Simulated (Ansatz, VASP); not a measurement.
Two plane-wave programs on AlN

INCAR

```
SYSTEM = AlN
PREC = Accurate
ENCUT = 520
EDIFF = 1E-6
ISMEAR = 0
SIGMA = 0.05
LREAL = .False.
LASPH = .True.
NELM = 80
ALGO = Normal
ISIF = 2
LWAVE = .False.
LCHARG = .False.
NBANDS = 16
```

File KPOINTS:

```
regular mesh
0
Gamma
  9 9 6
  0 0 0
```

File POSCAR:

```
AlN
1.0
    3.1401951683      0.0000000000      0.0000000000
   -1.5700975842      2.7194887886      0.0000000000
    0.0000000000      0.0000000000      5.0261421483
Al N
2 2
Direct
    0.3054891404      0.6666666667      0.0015210182
    0.6945108596      0.3333333333      0.5015210182
    0.3581834940      0.6666666667      0.3834789818
    0.6418165060      0.3333333333      0.8834789818
```

Input for Ansatz:

```yaml
crystal:
  lattice:
    - [3.1401951683, 0.0, 0.0]
    - [-1.5700975842, 2.7194887886, 0.0]
    - [0.0, 0.0, 5.0261421483]
  atoms:
    - { symbol: Al, position: [0.3054891404, 0.6666666667, 0.0015210182] }
    - { symbol: Al, position: [0.6945108596, 0.3333333333, 0.5015210182] }
    - { symbol: "N", position: [0.358183494, 0.6666666667, 0.3834789818] }
    - { symbol: "N", position: [0.641816506, 0.3333333333, 0.8834789818] }
basis:
  ecutwfc: 520.0
kpoints:
  mp_grid: { grid: [9, 9, 6] }
hamiltonian:
  xc: lda
  pseudopotentials: { kind: paw, azcp: { folder: soft_1 } }
scf:
  occupations: { method: gaussian, width: 0.05 }
output:
  forces: true
  stress: true
  eigenvalues: true
```

Change from the starting cell: mode 4 frozen in at -0.086 Å, equal normal strain along x, y and z +0.0167.

Alike in both runs: task single point; functional LDA; k mesh 9 × 9 × 6; occupations gaussian, width 0.05 eV; no spin polarisation.

|  | VASP | Ansatz |
| --- | --- | --- |
| version | VASP 6.6.1 | Ansatz 0.2.0 |
| potentials or method | VASP PAW LDA potentials, release 64 (Al, N) | scalar-relativistic, plane waves, PAW |
| plane-wave cutoff (eV) | 520 | 520 |
| valence electrons in the cell | 16 | 16 |

```csv
,VASP,Ansatz,Ansatz less VASP
gap on the k mesh at the Fermi level (eV),3.90,3.89,-0.006
least direct gap on the mesh (eV),3.90,3.89,-0.006
pressure (GPa),-9.2,-9.7,-0.47
largest component of the traceless stress (GPa),0.71,0.73,+0.015
rms of the force components (eV/Å),0.225,0.225,+0.0001
```

Atom by atom the forces differ by 0.002 eV/Å (rms over components). Ansatz warned: «pseudo_functional_mismatch».

Caveats: an odd mesh through Γ misses points on the zone boundary, where band edges often lie.
